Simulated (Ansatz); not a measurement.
The system is GaP.

```
CELL_PARAMETERS angstrom
0.00000 2.72525 2.72525
2.72525 0.00000 2.72525
2.72525 2.72525 0.00000
ATOMIC_POSITIONS crystal
Ga 0.00000 0.00000 0.00000
P 0.75000 0.75000 0.75000
```

Base run:

| Property | Result |
| --- | --- |
| Program | Ansatz 0.2.0 |
| Functional | HSE06 |
| Potentials or basis | all-electron PAW datasets made for the crystal |
| Cutoff | 270 eV (chosen from the basis error) |
| k mesh | 6 × 6 × 6 |
| Occupations | fermi-dirac, width 0.05 eV |
| Spin | no spin polarisation |

Its results: band gap on the k mesh 2.29 eV, indirect (least direct gap 2.81 eV); pressure 0.7 GPa.

Problem. The run is repeated on the same cell with these changes: functional from HSE06 to PBE; cutoff from 270 eV (chosen from the basis error) to 240 eV (chosen from the basis error). What comes out?

Solution. Band gap on the k mesh 1.65 eV, indirect (least direct gap 1.83 eV); pressure 2.5 GPa.

HSE06 gives the wider gap, since exact exchange removes part of the self-interaction.

A k mesh can miss the band edges.
